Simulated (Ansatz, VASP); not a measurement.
**One calculation of Cu2O (Cuprite), two programs**

Contents of INCAR:

```
PREC = Accurate ; ENCUT = 520
EDIFF = 1E-6 ; ISMEAR = 0
SIGMA = 0.01 ; LREAL = Auto
LASPH = True ; NELM = 100
ALGO = Fast ; ISIF = 2
LWAVE = False ; LCHARG = True
GGA = PE ; LELF = True
LVHAR = True ; NBANDS = 130
```

KPOINTS

```
regular mesh
0
Gamma
  4 4 4
```

POSCAR

```
Cu2O
1.0
   -4.2600000000      4.2600000000      4.2600000000
    4.2600000000     -4.2600000000      4.2600000000
    4.2600000000      4.2600000000     -4.2600000000
Cu O
16 8
Direct
    0.2500000000      0.2500000000      0.2500000000
    0.7500000000      0.5000000000      0.5000000000
    0.5000000000      0.5000000000      0.7500000000
    0.5000000000      0.7500000000      0.5000000000
    0.7500000000      0.7500000000      0.2500000000
    0.2500000000      0.0000000000      0.5000000000
    0.0000000000      0.0000000000      0.7500000000
    0.0000000000      0.2500000000      0.5000000000
    0.7500000000      0.2500000000      0.7500000000
    0.2500000000      0.5000000000      0.0000000000
    0.0000000000      0.5000000000      0.2500000000
    0.0000000000      0.7500000000      0.0000000000
    0.2500000000      0.7500000000      0.7500000000
    0.7500000000      0.0000000000      0.0000000000
    0.5000000000      0.0000000000      0.2500000000
    0.5000000000      0.2500000000      0.0000000000
    0.0000000000      0.0000000000      0.0000000000
    0.5000000000      0.5000000000      0.5000000000
    0.5000000000      0.5000000000      0.0000000000
    0.0000000000      0.0000000000      0.5000000000
    0.5000000000      0.0000000000      0.5000000000
    0.0000000000      0.5000000000      0.0000000000
    0.0000000000      0.5000000000      0.5000000000
    0.5000000000      0.0000000000      0.0000000000
```

Input for Ansatz:

```yaml
crystal:
  lattice:
    - [-4.26, 4.26, 4.26]
    - [4.26, -4.26, 4.26]
    - [4.26, 4.26, -4.26]
  atoms:
    - { symbol: Cu, position: [0.25, 0.25, 0.25] }
    - { symbol: Cu, position: [0.75, 0.5, 0.5] }
    - { symbol: Cu, position: [0.5, 0.5, 0.75] }
    - { symbol: Cu, position: [0.5, 0.75, 0.5] }
    - { symbol: O, position: [0.0, 0.0, 0.0] }
    - { symbol: O, position: [0.5, 0.5, 0.5] }
    - { symbol: Cu, position: [0.75, 0.75, 0.25] }
    - { symbol: Cu, position: [0.25, 0.0, 0.5] }
    - { symbol: Cu, position: [0.0, 0.0, 0.75] }
    - { symbol: Cu, position: [0.0, 0.25, 0.5] }
    - { symbol: O, position: [0.5, 0.5, 0.0] }
    - { symbol: O, position: [0.0, 0.0, 0.5] }
    - { symbol: Cu, position: [0.75, 0.25, 0.75] }
    - { symbol: Cu, position: [0.25, 0.5, 0.0] }
    - { symbol: Cu, position: [0.0, 0.5, 0.25] }
    - { symbol: Cu, position: [0.0, 0.75, 0.0] }
    - { symbol: O, position: [0.5, 0.0, 0.5] }
    - { symbol: O, position: [0.0, 0.5, 0.0] }
    - { symbol: Cu, position: [0.25, 0.75, 0.75] }
    - { symbol: Cu, position: [0.75, 0.0, 0.0] }
    - { symbol: Cu, position: [0.5, 0.0, 0.25] }
    - { symbol: Cu, position: [0.5, 0.25, 0.0] }
    - { symbol: O, position: [0.0, 0.5, 0.5] }
    - { symbol: O, position: [0.5, 0.0, 0.0] }
basis:
  ecutwfc: 420
  ecutrho_ratio: 4
kpoints:
  mp_grid: { grid: [4, 4, 4] }
hamiltonian:
  xc: pbe
scf:
  occupations: { method: fixed }
output:
  forces: true
  stress: false
  eigenvalues: true
  core_levels:
    shells: { Cu: "2p", O: "1s" }
    counted_from: valence_top
    eps_inf: [8.999, 8.999, 8.999]
```

Alike in both runs: task single point; functional PBE; k mesh 4 × 4 × 4; no spin polarisation.

|  | VASP | Ansatz |
| --- | --- | --- |
| version | VASP 6.6.1 | Ansatz 0.2.0 |
| potentials or method | VASP PAW PBE potentials, release 64 (Cu, O) | scalar-relativistic, plane waves, PAW |
| plane-wave cutoff (eV) | 520 | 420 |
| occupations | gaussian, width 0.01 eV | fixed |
| valence electrons in the cell | 224 | 352 |

|  | VASP | Ansatz | Ansatz less VASP |
| --- | --- | --- | --- |
| gap on the k mesh at the Fermi level (eV) | 0.54 | 0.53 | -0.005 |
| least direct gap on the mesh (eV) | 0.54 | 0.53 | -0.005 |

The two sets of potentials don't hold the same shells in valence.

A k mesh can miss the band edges. Expect the measured gap to be larger: semilocal functionals such as PBE lack the derivative discontinuity.
